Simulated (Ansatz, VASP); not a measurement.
# Two plane-wave programs on NaI

```
CELL_PARAMETERS angstrom
0.00000 3.19266 3.19266
3.19266 0.00000 3.19266
3.19266 3.19266 0.00000
ATOMIC_POSITIONS crystal
I 0.50000 0.50000 0.50000
Na 0.00000 0.00000 0.00000
```

Alike in both runs: task single point; functional r2SCAN; k mesh 7 × 7 × 7; occupations fermi-dirac, width 0.05 eV; no spin polarisation.

|  | VASP | Ansatz |
| --- | --- | --- |
| version | VASP 6.6.1 | Ansatz 0.2.0 |
| potentials or method | VASP PAW PBE potentials, release 64 (I, Na_pv) | Ansatz PAW |
| plane-wave cutoff (eV) | 520 | 500 |
| valence electrons in the cell | 14 | 26 |

|  | VASP | Ansatz | Ansatz less VASP |
| --- | --- | --- | --- |
| gap on the k mesh at the Fermi level (eV) | 4.57 | 4.56 | -0.009 |
| least direct gap on the mesh (eV) | 4.57 | 4.56 | -0.009 |
| pressure (GPa) | 0.6 | 0.7 | +0.10 |

The functional is the same, so the differences come from potentials, cutoffs and numerics. The two sets of potentials don't hold the same shells in valence.

Caveats: spin-orbit coupling is left out, which moves the levels of the heavy elements; the PAW data sets were made with another functional, which shifts forces and pressure a little (VASP); odd divisions of the mesh miss points on the zone boundary, where band edges often lie, so the gap on the mesh can be too wide (Ansatz); the PAW data sets come from PBE, with cores solved anew for the run's functional, which leaves a small shift of forces and pressure (Ansatz). r2SCAN opens gaps a little over a GGA but as a rule still falls short of measured ones.
